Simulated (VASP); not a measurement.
Input of a VASP 6.6.1 run:

The input run.py:

```python
from ase.calculators.vasp import Vasp
from ase.dft.bandgap import bandgap
from ase.io import read

atoms = read('POSCAR')
calc = Vasp(
    directory='calc',
    xc='rpbe',
    pp='PBE',
    setups='materialsproject',
    prec='Accurate',
    encut=520,
    ediff=1e-06,
    ismear=0,
    sigma=0.1,
    lreal=False,
    lasph=True,
    nelm=60,
    algo='Fast',
    isif=2,
    lwave=False,
    lcharg=False,
    kpts=[13, 13, 13],
    gamma=True,
    nbands=11,
)
atoms.calc = calc

print('energy (eV):', atoms.get_potential_energy())
print('free energy (eV):', atoms.get_potential_energy(force_consistent=True))
print('forces (eV/A):')
print(atoms.get_forces())
print('stress (eV/A^3, Voigt):', atoms.get_stress())
print('Fermi level (eV):', calc.get_fermi_level())
gap, top, bottom = bandgap(calc)
print('band gap (eV):', gap, 'from (spin, k, band)', top, 'to', bottom)
```

The input POSCAR:

```
BN
1.0
    0.0000000000      1.8130010000      1.8130010000
    1.8130010000      0.0000000000      1.8130010000
    1.8130010000      1.8130010000      0.0000000000
N B
1 1
Direct
    0.2500000000      0.2500000000      0.2500000000
    0.0000000000      0.0000000000      0.0000000000
```

Potentials or basis: VASP PAW PBE potentials, release 64 (N, B).

Run with:

```console
$ python run.py
```

Problem. What does it give for the pressure?

Solution. 5.6 GPa.

Problem. What does it give for the band gap on the k mesh?

Solution. 4.55 eV, indirect (least direct gap 8.83 eV).

Caveat: the PAW data sets were made with another functional, which shifts forces and pressure a little; an odd mesh through Γ misses points on the zone boundary, where band edges often lie.

The gap isn't set beside the measured one, since this odd mesh misses points on the zone boundary.
